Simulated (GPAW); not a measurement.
Co:

```
CELL_PARAMETERS angstrom
2.47200 0.00000 0.00000
-1.23600 2.14081 0.00000
0.00000 0.00000 4.02114
ATOMIC_POSITIONS crystal
Co 0.66667 0.33333 0.75000
Co 0.33333 0.66667 0.25000
```

Base run:

```yaml
Program: GPAW 26.7.0
Functional: SOGGA
Potentials_or_basis: PAW data sets generated in the run's folder for this functional
Cutoff: 600 eV
Basis: pw
k_mesh: 9 × 9 × 5
Occupations: fermi-dirac, width 0.05 eV
Spin: collinear spin, ferromagnetic start
Starting_moments: "[2.0, 2.0] μB"
```

Its results: pressure -6.8 GPa; net moment 3.07 μB per cell; site moments Co +1.60 μB.

Q: The run is repeated on the same cell with these changes: functional from SOGGA to BP86. What comes out?

A: Pressure 3.7 GPa; net moment 3.05 μB per cell; site moments Co +1.60 μB.
